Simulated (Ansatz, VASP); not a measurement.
## MgB2 in VASP and in Ansatz

```
Mg B
1.0
     3.03646    0.00000    0.00000
    -1.51823    2.62965    0.00000
     0.00000    0.00000    3.45192
Mg B
1 2
Cartesian
  0.0000 0.0000 0.0000
  0.0000 1.7531 1.7260
  1.5182 0.8765 1.7260
```

Alike in both runs: functional r2SCAN; k mesh 15 × 15 × 12; occupations fermi-dirac, width 0.1 eV; no spin polarisation.

Ansatz relaxed the structure, and its values are those at the end. VASP's run is a single point on that final structure, the one shown.

```csv
,VASP,Ansatz
version,VASP 6.6.1,Ansatz 0.2.0
potentials or method,"VASP PAW PBE potentials, release 64 (Mg, B)","scalar-relativistic, plane waves, PAW"
plane-wave cutoff (eV),520,500
valence electrons in the cell,8,16
```

```csv
,VASP,Ansatz,Ansatz less VASP
gap on the k mesh at the Fermi level (eV),none,none,-
pressure (GPa),5.8,6.2,+0.40
```

A gap of «none» marks a metal or a gap that the smearing closes. The two sets of potentials don't hold the same shells in valence.

Caveats: the PAW data sets were made with another functional, which shifts forces and pressure a little (VASP).
